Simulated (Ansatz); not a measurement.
**Cold compression of Ba (beta tin type)**

```
Ba
1.0
    -3.82309    3.82309    2.06788
     3.82309   -3.82309    2.06788
     3.82309    3.82309   -2.06788
Ba
2
Direct
  0.62500 0.87500 0.75000
  0.37500 0.12500 0.25000
```

The cell comes from a relaxation on PAW files under the same functional, begun from a prototype that needn't be the stable phase.

Its volume is scaled, and at each volume shape and atoms are relaxed on PAW files; all methods then take that cell.

Computed with Ansatz 0.2.0; functional PBE, scalar-relativistic. Settings: a Γ-centred 10×10×10 k mesh, Fermi–Dirac smearing of 0.08 eV, no spin polarisation. Methods: LAPW: all electrons, basis error target 1 meV/atom; PAW: frozen-core files, cutoff 420 eV; crystal datasets: all electrons, by PAW datasets that the program makes for each cell; norm-conserving: pseudopotentials, cutoff 770 eV; PAW (cutoff 300 eV): frozen-core files, cutoff 300 eV.

Energies are extrapolated to zero smearing and count from the unscaled cell; pressure is positive in compression; gaps take the mesh and a band path. No temperature or zero-point motion is included.

Spin–orbit coupling is left out, which matters for the heavy atoms. The structure type is held throughout; the real material can change phase at far lower pressure.

```tsv
V/V0	V (Å³/atom)	P LAPW (GPa)	ΔE LAPW (eV/atom)	P PAW − LAPW (GPa)	ΔE PAW − LAPW (meV/atom)	space group	shortest distance (Å)
1.00	60.45	-0.01	0.000	0.00	0.0	I4_1/amd	3.960
0.92	55.61	0.72	0.009	0.00	0.0	I4_1/amd	3.851
0.84	50.78	?	?	?	?	?	?
0.76	45.94	3.29	0.120	0.00	-0.1	I4_1/amd	3.610
0.68	41.10	5.55	0.252	0.00	-0.2	I4_1/amd	3.475
0.60	36.27	9.03	0.468	-0.01	-0.3	I4_1/amd	3.329
0.52	31.43	14.69	0.820	-0.01	-0.5	I4_1/amd	3.170
0.45	27.20	23.7	1.315	-0.01	-0.7	I4_1/amd	3.035
```

Fit the Vinet equation to the LAPW pressures shown (residuals weighted by 1/(|P| + 0.03·Pmax)), and predict the pressure of the withheld row.

The fit gives V0 = 60.44 Å³/atom, B0 = 7.17 GPa and B0′ = 3.83. At 50.78 Å³/atom, x = (V/V0)^(1/3) = 0.9436, and P = 3·B0·(1 − x)/x²·exp[1.5·(B0′ − 1)·(1 − x)] = 1.73 GPa. The run itself gave 1.77 GPa (-2.2 % off) and ΔE = 0.045 eV/atom.

From the table, what is the rise of the enthalpy H = E + pV up to the last row, and how stiff is the crystal between the last two rows?

ΔH = 1.315 eV + (23.7 GPa × 27.20 Å³ + 0.01 GPa × 60.45 Å³) × 0.006242 eV/(GPa·Å³) = 5.33 eV/atom, of which pV makes 75 %. The mean bulk modulus there is −ΔP/Δln V = 62 GPa.

At the smallest volume, how far do crystal datasets and norm-conserving and PAW (cutoff 300 eV) lie from LAPW in pressure?

crystal datasets: 0.00 GPa; norm-conserving: 0.00 GPa; PAW (cutoff 300 eV): +0.07 GPa, on a LAPW pressure of 23.7 GPa.
